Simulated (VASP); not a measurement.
# Nb (Im-3m) in VASP: settings compared, part 3 of 3

VASP 6.6.1. Earlier steps stand in the parts before.

## (4) Equation of state, PBE+D3(BJ), 16.69 Å³/atom (a relaxed cell with its volume scaled by 0.96)

File INCAR:

```
SYSTEM = Nb
  PREC = Accurate
  ENCUT = 520
  EDIFF = 1E-6
  ISMEAR = -1
  SIGMA = 0.05
  LREAL = .FALSE.
  LASPH = .TRUE.
  NELM = 60
  ALGO = Normal
  ISIF = 2
  LWAVE = .FALSE.
  LCHARG = .FALSE.
  GGA = PE
  IVDW = 12
```

File KPOINTS:

```
regular mesh
0
G
  10 10 10
  0 0 0
```

File POSCAR:

```
Nb                                      
1.0
   -1.6100418329      1.6100418329      1.6100418329
    1.6100418329     -1.6100418329      1.6100418329
    1.6100418329      1.6100418329     -1.6100418329
  Nb            
     1
Direct
     0.0000000000000000    1.0000000000000000    1.0000000000000000
```

Potentials or basis: VASP PAW PBE potentials, release 64 (Nb_sv).

On the command line:

```sh
> cat potpaw_PBE.64/Nb_sv/POTCAR > POTCAR
> mpirun -np 1 vasp_std > vasp.out
```

OUTCAR:

```text
SYSTEM = Nb
   PREC = Accurate
   ENCUT = 520
   EDIFF = 1E-6
   ISMEAR = -1
   LREAL = .FALSE.
   LASPH = .TRUE.
   NELM = 60
   ISIF = 2
   GGA = PE
   IVDW = 12
 IVDW          = 12

 ion  position               nearest neighbor table
   1  0.000  0.000  0.000-

  LATTYP: Found a body centered cubic cell.
 ALAT       =     3.2200836658

  Lattice vectors:

 A1 = (  -1.6100418329,   1.6100418329,   1.6100418329)
 A2 = (   1.6100418329,  -1.6100418329,   1.6100418329)
 A3 = (   1.6100418329,   1.6100418329,  -1.6100418329)

Analysis of symmetry for initial positions (statically):
=====================================================================
 Subroutine PRICEL returns:
 Original cell was already a primitive cell.

 Routine SETGRP: Setting up the symmetry group for a
 body centered cubic supercell.

 Subroutine GETGRP returns: Found 48 space group operations
 (whereof 48 operations were pure point group operations)
 out of a pool of 48 trial point group operations.

The static configuration has the point symmetry O_h .

Analysis of symmetry for dynamics (positions and initial velocities):
=====================================================================
 Subroutine PRICEL returns:
 Original cell was already a primitive cell.

 Routine SETGRP: Setting up the symmetry group for a
 body centered cubic supercell.

 Subroutine GETGRP returns: Found 48 space group operations
 (whereof 48 operations were pure point group operations)
 out of a pool of 48 trial point group operations.

The dynamic configuration has the point symmetry O_h .

 Subroutine INISYM returns: Found 48 space group operations
 (whereof 48 operations are pure point group operations),
 and found     1 'primitive' translations

----------------------------------------------------------------------------------------

                                     Primitive cell

  volume of cell :      16.6944

  direct lattice vectors                    reciprocal lattice vectors
    -1.610041833  1.610041833  1.610041833     0.000000000  0.310550937  0.310550937
     1.610041833 -1.610041833  1.610041833     0.310550937  0.000000000  0.310550937
     1.610041833  1.610041833 -1.610041833     0.310550937  0.310550937  0.000000000

  length of vectors
     2.788674257  2.788674257  2.788674257     0.439185347  0.439185347  0.439185347

  position of ions in fractional coordinates (direct lattice)
     0.000000000  0.000000000  0.000000000

  ion indices of the primitive-cell ions
   primitive index   ion index
                 1           1

----------------------------------------------------------------------------------------

 KPOINTS: regular mesh

Automatic generation of k-mesh.
 Grid dimensions read from file:
 generate k-points for:   10   10   10

 Generating k-lattice:

  Cartesian coordinates                     Fractional coordinates (reciprocal lattice)
     0.000000000  0.031055094  0.031055094     0.100000000  0.000000000  0.000000000
     0.031055094  0.000000000  0.031055094     0.000000000  0.100000000  0.000000000
     0.031055094  0.031055094  0.000000000     0.000000000  0.000000000  0.100000000

  Length of vectors
     0.043918535  0.043918535  0.043918535

  Shift w.r.t. Gamma in fractional coordinates (k-lattice)
     0.000000000  0.000000000  0.000000000

 Subroutine IBZKPT returns following result:
 ===========================================

 Found     47 irreducible k-points:

 Following reciprocal coordinates:
            Coordinates               Weight
  0.000000  0.000000  0.000000      1.000000
  0.100000  0.000000  0.000000     12.000000
  0.200000  0.000000  0.000000     12.000000
  0.300000  0.000000  0.000000     12.000000
  0.400000  0.000000  0.000000     12.000000
  0.500000  0.000000  0.000000      6.000000
[... 16 lines left out ...]
  0.300000  0.300000  0.100000      8.000000
 -0.300000  0.300000  0.100000     24.000000
 [... further k-points ...]
   k-points           NKPTS =     47   k-points in BZ     NKDIM =     47   number of bands    NBANDS=     10
   number of dos      NEDOS =    301   number of ions     NIONS =      1
   total plane-waves  NPLWV =  13824
   dimension x,y,z NGX =    24 NGY =   24 NGZ =   24
   dimension x,y,z NGXF=    48 NGYF=   48 NGZF=   48
   ions per type =               1
   NGX,Y,Z   is equivalent  to a cutoff of  14.31, 14.31, 14.31 a.u.
   NGXF,Y,Z  is equivalent  to a cutoff of  28.62, 28.62, 28.62 a.u.
 SYSTEM =  Nb
   PREC   = accura    normal or accurate (medium, high low for compatibility)
   ISTART =      0    job   : 0-new  1-cont  2-samecut
   ICHARG =      2    charge: 1-file 2-atom 10-const
   ISPIN  =      1    spin polarized calculation?
   LNONCOLLINEAR =      F non collinear calculations
   LSORBIT =      F    spin-orbit coupling
   LASPH  =      T    aspherical Exc in radial PAW
   ENCUT  =  520.0 eV  38.22 Ry    6.18 a.u.   5.19  5.19  5.19*2*pi/ulx,y,z
   NELM   =     60;   NELMIN=  2; NELMDL= -5     # of ELM steps
   EDIFF  = 0.1E-05   stopping-criterion for ELM
   LREAL  =      F    real-space projection
   EDIFFG = 0.1E-04   stopping-criterion for IOM
   NSW    =      0    number of steps for IOM
   IBRION =     -1    ionic relax: 0-MD 1-quasi-New 2-CG
   NFREE  =      0    steps in history (QN), initial steepest desc. (CG)
   ISIF   =      2    stress and relaxation
   ISYM   =      2    0-nonsym 1-usesym 2-fastsym
   POTIM  = 0.5000    time-step for ionic-motion
   TEBEG  =    0.0;   TEEND  =   0.0 temperature during run
   PSTRESS=    0.0 pullay stress
   NELECT =      13.0000    total number of electrons
   NUPDOWN=      -1.0000    fix difference up-down
   EMIN   =  10.00;   EMAX   =-10.00  energy-range for DOS
   EFERMI =   0.00;   METHOD = LEGACY
   ISMEAR =    -1;   SIGMA  =   0.05  broadening in eV -4-tet -1-fermi 0-gaus
   EFERMI_NEDOS =   21; number of points for ismear=-14 and -15
   IALGO  =     38    algorithm
   IMIX   =      4    mixing-type and parameters
     AMIX     =   0.40;   BMIX     =  1.00
     AMIX_MAG =   1.60;   BMIX_MAG =  1.00
  volume/ion in A,a.u.               =      16.69       112.66
  Fermi-wavevector in a.u.,A,eV,Ry     =   1.506140  2.846193 30.864257  2.268459
  Thomas-Fermi vector in A             =   2.616897
   LORBIT       =      0    0 simple, 1 ext, 2 COOP (PROOUT), +10 PAW based schemes
   GGA     = PE    functional components
   LHFCALC =     F    Hartree Fock is set to
   AEXX    =    0.0000 exact exchange contribution
   IVDW    =    12    specifies the selected vdW correction
   LEPSILON=     F    determine dielectric tensor
   LRPA    =     F    only Hartree local field effects (RPA)
 non-spin polarized calculation
  energy-cutoff  :      520.00
  volume of cell :       16.69
 maximum number of plane-waves:       466
 NGX is ok and might be reduce to    24
   NGX = 11   NGY = 11   NGZ = 11

 number of electron      13.0000000 magnetization

 Free energy of the ion-electron system (eV)
  ---------------------------------------------------
  ext. energy  EPLUGINS =         0.00000000
  ---------------------------------------------------
  free energy    TOTEN  =       -10.13363775 eV

  energy without entropy =      -10.11795124  energy(sigma->0) =      -10.12579450

 E-fermi :  12.3192     XC(G=0): -12.8947

 val. band max:       12.3141024424   @ k =  -0.4000   0.4000   0.2000
 cond. band min:      12.3356241822   @ k =   0.3000   0.2000   0.1000
 fundamental gap:      0.0215217399
 Fermi energy:        12.3192409758

 k-point     1 :       0.0000    0.0000    0.0000
  band No.  band energies     occupation
      1     -41.9906      2.00000
      2     -17.1042      2.00000
      3     -17.1042      2.00000
      4     -17.1042      2.00000
      5       6.2106      2.00000
      6      12.6238      0.00452
      7      12.6238      0.00452
      8      12.6238      0.00452
      9      15.7919      0.00000
     10      15.7919      0.00000
[... 287 lines left out ...]
 k-point    24 :      -0.3000    0.3000    0.1000
  band No.  band energies     occupation
      1     -41.7504      2.00000
      2     -18.2349      2.00000
      3     -17.5187      2.00000
      4     -17.2437      2.00000
      5       8.8815      2.00000
      6      11.4651      2.00000
      7      11.9850      1.99750
      8      14.5108      0.00000
      9      16.0316      0.00000
     10      16.8973      0.00000

 [... further k-points ...]

------------------------ aborting loop because EDIFF is reached ----------------------------------------

 Edisp (eV)   -0.79662

 E8    (eV) :    -0.3874

  FORCE on cell =-STRESS in cart. coord.  units (eV):
  Direction    XX          YY          ZZ          XY          YZ          ZX
  --------------------------------------------------------------------------------------
  -------------------------------------------------------------------------------------
  Total       0.76463     0.76463     0.76463    -0.00000    -0.00000     0.00000
  in kB      73.38201    73.38201    73.38201    -0.00000    -0.00000     0.00000
  external pressure =       73.38 kB  Pullay stress =        0.00 kB

 VOLUME and BASIS-vectors are now :
 -----------------------------------------------------------------------------
  energy-cutoff  :      520.00
  volume of cell :       16.69
      direct lattice vectors                 reciprocal lattice vectors
    -1.610041833  1.610041833  1.610041833     0.000000000  0.310550937  0.310550937
     1.610041833 -1.610041833  1.610041833     0.310550937  0.000000000  0.310550937
     1.610041833  1.610041833 -1.610041833     0.310550937  0.310550937  0.000000000

 POSITION                                       TOTAL-FORCE (eV/Angst)
 -----------------------------------------------------------------------------------
      0.00000      0.00000      0.00000        -0.000000      0.000000     -0.000000
 -----------------------------------------------------------------------------------
    total drift:                                0.000000      0.000000     -0.000000

  FREE ENERGIE OF THE ION-ELECTRON SYSTEM (eV)
  ---------------------------------------------------
  free  energy   TOTEN  =       -10.9302556612 eV

  energy  without entropy=      -10.9145691513  energy(sigma->0) =      -10.92241241
```

OSZICAR:

```text
N       E                     dE             d eps       ncg     rms          rms(c)
DAV:   1     0.123198379967E+03    0.12320E+03   -0.74929E+03   940   0.129E+03
DAV:   2    -0.422451831526E+01   -0.12742E+03   -0.12438E+03   990   0.457E+02
DAV:   3    -0.101237604042E+02   -0.58992E+01   -0.53896E+01  1370   0.804E+01
DAV:   4    -0.104546103338E+02   -0.33085E+00   -0.32832E+00  1292   0.189E+01
DAV:   5    -0.104765290103E+02   -0.21919E-01   -0.21888E-01  1390   0.354E+00    0.797E+00
DAV:   6    -0.101602726586E+02    0.31626E+00   -0.64177E-01  1454   0.111E+01    0.292E+00
DAV:   7    -0.101272218011E+02    0.33051E-01   -0.20851E-01  1466   0.630E+00    0.920E-01
DAV:   8    -0.101335612313E+02   -0.63394E-02   -0.13263E-02  1130   0.179E+00    0.371E-02
DAV:   9    -0.101336289898E+02   -0.67759E-04   -0.12098E-03  1560   0.330E-01    0.548E-02
DAV:  10    -0.101336476451E+02   -0.18655E-04   -0.30233E-05  1194   0.864E-02    0.241E-02
DAV:  11    -0.101336379996E+02    0.96454E-05   -0.88370E-06  1046   0.630E-02    0.459E-03
DAV:  12    -0.101336377548E+02    0.24488E-06   -0.20199E-07   556   0.761E-03
   1 F= -.10930256E+02 E0= -.10922412E+02  d E =-.156865E-01
```

Run time: 5.1 s. Hardware: 1 thread of Intel Xeon Platinum 8488C (Sapphire Rapids), shared host; peak memory 0.15 GiB.

Results:

- Free energy: -10.9303 eV
- Pressure: 7.3 GPa
- Band gap on the k mesh: none (metal or under the smearing width)
- Dispersion energy per atom: -0.797 eV

Caveat: pairwise dispersion overbinds metals, which lowers pressure and volume.

## (5) Equation of state, PBE+D3(BJ), 17.04 Å³/atom (a relaxed cell with its volume scaled by 0.98)

INCAR is that of step 4.

KPOINTS is that of step 4.

File POSCAR:

```
Nb                                      
1.0
   -1.6211459206      1.6211459206      1.6211459206
    1.6211459206     -1.6211459206      1.6211459206
    1.6211459206      1.6211459206     -1.6211459206
  Nb            
     1
Direct
     0.0000000000000000    1.0000000000000000    1.0000000000000000
```

On the command line:

```sh
> cat potpaw_PBE.64/Nb_sv/POTCAR > POTCAR
> mpirun -np 1 vasp_std > vasp.out
```

It took 5.3 s on 1 thread of Intel Xeon Platinum 8488C (Sapphire Rapids), shared host; peak memory 0.15 GiB.

The run converged. Its results:

| Item | Value |
| --- | --- |
| Free energy | -10.9423 eV |
| Pressure | 3.5 GPa |
| Band gap on the k mesh | none (metal or under the smearing width) |
| Dispersion energy per atom | -0.780 eV |

Caveat: pairwise dispersion overbinds metals, which lowers pressure and volume.

## (6) Equation of state, PBE+D3(BJ), 17.39 Å³/atom

INCAR is that of step 5.

KPOINTS is that of step 5.

File POSCAR:

```
Nb                                      
1.0
   -1.6320999415      1.6320999415      1.6320999415
    1.6320999415     -1.6320999415      1.6320999415
    1.6320999415      1.6320999415     -1.6320999415
  Nb            
     1
Direct
     0.0000000000000000    1.0000000000000000    1.0000000000000000
```

Potentials or basis: VASP PAW PBE potentials, release 64 (Nb_sv).

On the command line:

```sh
> cat potpaw_PBE.64/Nb_sv/POTCAR > POTCAR
> mpirun -np 1 vasp_std > vasp.out
```

Run time: 5.1 s. Hardware: 1 thread of Intel Xeon Platinum 8488C (Sapphire Rapids), shared host; peak memory 0.14 GiB.

The run converged. Its results:

- Free energy: -10.9463 eV
- Pressure: 0.0 GPa
- Band gap on the k mesh: none (metal or under the smearing width)
- Dispersion energy per atom: -0.763 eV

Caveat: pairwise dispersion overbinds metals, which lowers pressure and volume.

## (7) Equation of state, PBE+D3(BJ), 17.74 Å³/atom (a relaxed cell with its volume scaled by 1.02)

INCAR is that of step 6.

KPOINTS is that of step 6.

File POSCAR:

```
Nb                                      
1.0
   -1.6429088654      1.6429088654      1.6429088654
    1.6429088654     -1.6429088654      1.6429088654
    1.6429088654      1.6429088654     -1.6429088654
  Nb            
     1
Direct
     0.0000000000000000    1.0000000000000000    1.0000000000000000
```

On the command line:

```sh
> cat potpaw_PBE.64/Nb_sv/POTCAR > POTCAR
> mpirun -np 1 vasp_std > vasp.out
```

Wall time 5 s (1 thread of Intel Xeon Platinum 8488C (Sapphire Rapids), shared host); peak memory 0.15 GiB.

Results (log left out):

```
Free energy                : -10.9429 eV
Pressure                   : -3.3 GPa
Band gap on the k mesh     : none (metal or under the smearing width)
Dispersion energy per atom : -0.748 eV
```

Caveat: pairwise dispersion overbinds metals, which lowers pressure and volume.

## (8) Equation of state, PBE+D3(BJ), 18.09 Å³/atom (a relaxed cell with its volume scaled by 1.04)

INCAR is that of step 7.

KPOINTS is that of step 7.

File POSCAR:

```
Nb                                      
1.0
   -1.6535774037      1.6535774037      1.6535774037
    1.6535774037     -1.6535774037      1.6535774037
    1.6535774037      1.6535774037     -1.6535774037
  Nb            
     1
Direct
     0.0000000000000000    1.0000000000000000    1.0000000000000000
```

On the command line:

```sh
> cat potpaw_PBE.64/Nb_sv/POTCAR > POTCAR
> mpirun -np 1 vasp_std > vasp.out
```

It took 5.2 s on 1 thread of Intel Xeon Platinum 8488C (Sapphire Rapids), shared host; peak memory 0.14 GiB.

The run converged. Its results:

* Free energy: -10.9326 eV
* Pressure: -6.4 GPa
* Band gap on the k mesh: none (metal or under the smearing width)
* Dispersion energy per atom: -0.733 eV

Caveat: pairwise dispersion overbinds metals, which lowers pressure and volume.

## (9) Equation of state, PBE+D3(BJ)

This run uses another cell than the first one, of 17.39 Å³/atom, 0.944 times its volume.

Potentials or basis: VASP PAW PBE potentials, release 64 (Nb_sv).

No new run: the results of the series are fitted here.

Results:

```yaml
Equilibrium_volume: 17.40 Å³/atom
Bulk_modulus: 171 GPa
Pressure_derivative_of_the_bulk_modulus: "2.7 (rough: it moves with the points fitted)"
```

Energy against volume, from the lowest point:
| volume (Å³/atom) | energy (meV/atom) |
| --- | --- |
| 16.694 | 16.02 |
| 17.042 | 4.01 |
| 17.390 | 0.00 |
| 17.738 | 3.41 |
| 18.086 | 13.71 |

Caveat: the fit is doubtful: noisy points or a state that changes with volume.

## (10) The reference run

An earlier run on the cell as given: functional PBE; potentials or basis VASP PAW PBE potentials, release 64 (Nb_sv); cutoff 520 eV; k mesh 11 × 11 × 11; occupations fermi-dirac, width 0.05 eV; no spin polarisation.

- Pressure: -2.3 GPa
- Band gap on the k mesh: none (metal or under the smearing width)

## (11) How close it comes

Step 9. Against the measured bulk modulus of Nb, 169 GPa (quoted in “Pressure effects on the electronic structure and superconductivity of (TaNb)0.67(HfZrTi)0.33 high entropy alloy”, 2019, arxiv:1910.08312), the calculated 171 GPa is off by +1.0 %. The fit is for a static lattice scaled at fixed shape and fixed fractional positions.
